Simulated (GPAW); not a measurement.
Crystal: Na2S.

```xyz
3
Lattice="0.0000 3.2735 3.2735 3.2735 0.0000 3.2735 3.2735 3.2735 0.0000" Properties=species:S:1:pos:R:3 pbc="T T T"
S     0.0000    0.0000    0.0000
Na    4.9102    4.9102    4.9102
Na    1.6367    1.6367    1.6367
```

```yaml
Program: GPAW 26.7.0
Task: relaxation of cell and atoms
Functional: PBEsol
Dispersion: D3
Potentials_or_basis: PAW data sets generated in the run's folder for this functional
Cutoff: 800 eV
Basis: pw
k_mesh: 7 × 7 × 7
Occupations: fermi-dirac, width 0.05 eV
Spin: no spin polarisation
```

At the start: pressure -1.7 GPa; volume 23.39 Å³/atom.

**Question.** Where does the relaxation end?

**Answer.** Over 4 steps the energy falls by 7.6 meV/atom and the volume is 22.01 Å³/atom (-5.9 %); space group Fm-3m (No. 225, to 0.05 Å).

The path:
```csv
step,energy change (eV),largest force (eV/Å),pressure (GPa),volume (Å³)
1,0.0000,0.0000,-1.69,70.16
2,-0.0025,0.0000,-1.60,69.91
3,-0.0227,0.0000,0.17,65.64
4,-0.0229,0.0000,-0.01,66.02
```

Final structure:
```cif
data_structure
_symmetry_space_group_name_H-M 'P 1'
_symmetry_Int_Tables_number 1
_cell_length_a 4.5366
_cell_length_b 4.5366
_cell_length_c 4.5366
_cell_angle_alpha 60.000
_cell_angle_beta 60.000
_cell_angle_gamma 60.000
_cell_volume 66.02
loop_
_atom_site_label
_atom_site_type_symbol
_atom_site_fract_x
_atom_site_fract_y
_atom_site_fract_z
_atom_site_occupancy
S1 S 0.00000 0.00000 0.00000 1
Na1 Na 0.75000 0.75000 0.75000 1
Na2 Na 0.25000 0.25000 0.25000 1
```

Caveat: later steps reuse the first step's grids.
